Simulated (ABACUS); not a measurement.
The system is HfO2.

```
Hf O
1.0
     5.21946    0.00000    0.00000
     0.00000    5.00476    0.00000
     0.00000    0.00000    5.03269
Hf O
4 8
Direct
  0.96699 0.73252 0.74144
  0.53301 0.73252 0.24144
  0.46699 0.26748 0.74144
  0.03301 0.26748 0.24144
  0.63213 0.92865 0.87927
  0.86787 0.92865 0.37927
  0.23395 0.53988 0.49229
  0.26605 0.53988 0.99229
  0.76605 0.46012 0.99229
  0.73395 0.46012 0.49229
  0.13213 0.07135 0.87927
  0.36787 0.07135 0.37927
```

Measurements of this composition are mostly on another form, of space group No. 14.

- Program: ABACUS 3.10.1
- Task: single point
- Functional: PBE
- Potentials or basis: PseudoDojo NC SR 0.4.1 PBE standard
- Cutoff: 1143 eV
- Density cutoff: 4572 eV
- Basis: plane waves
- k mesh: 5 × 6 × 5
- Occupations: fermi-dirac, width 0.05 eV
- Spin: no spin polarisation

On this cell: pressure 7.0 GPa; largest force 0.081 eV/Å; band gap on the k mesh 4.50 eV, indirect (least direct gap 4.70 eV).

The same run follows on a disturbed copy (atoms moved at random, drawn with an rms of 0.05 Å):

```
Hf O
1.0
     5.21946    0.00000    0.00000
     0.00000    5.00476    0.00000
     0.00000    0.00000    5.03269
Hf O
4 8
Cartesian
  5.0197 3.6641 3.7182
  2.7781 3.6841 1.2170
  2.4454 1.3584 3.7953
  0.1942 1.3100 1.2622
  3.2763 4.6378 4.4327
  4.5326 4.6598 1.9304
  1.2521 2.6660 2.5159
  1.4413 2.7087 4.9743
  3.9913 2.2802 5.0000
  3.8785 2.2804 2.4541
  0.6482 0.3194 4.3952
  1.8792 0.3641 1.9204
```

What changes?

The energy moves by +16.8 meV/atom; pressure 7.8 GPa; largest force 1.192 eV/Å; band gap on the k mesh 4.43 eV, indirect (least direct gap 4.71 eV).

Forces in eV/Å, atoms in the order of the input:
```
Hf   0.412 -0.533  0.292
Hf   0.046 -0.358  0.307
Hf   0.097 -0.214 -0.922
Hf  -0.311  0.663 -0.690
O    0.059 -0.136  0.077
O   -0.422 -0.469 -0.126
O   -0.116  0.605 -0.442
O   -0.864 -0.070  0.736
O    0.337  0.185 -0.075
O   -0.681  0.049  0.359
O    0.596  0.866  0.561
O    0.846 -0.588 -0.075
```

Stress tensor (GPa, compression positive):
```
 7.62 -0.38  0.71
-0.38  8.45  0.71
 0.71  0.71  7.27
```

Caveats: there are fewer bands than atomic start orbitals, so a level may be missed at k points of high symmetry; spin-orbit coupling is left out, which moves the levels of the heavy elements; an odd mesh through Γ misses points on the zone boundary, where band edges often lie.
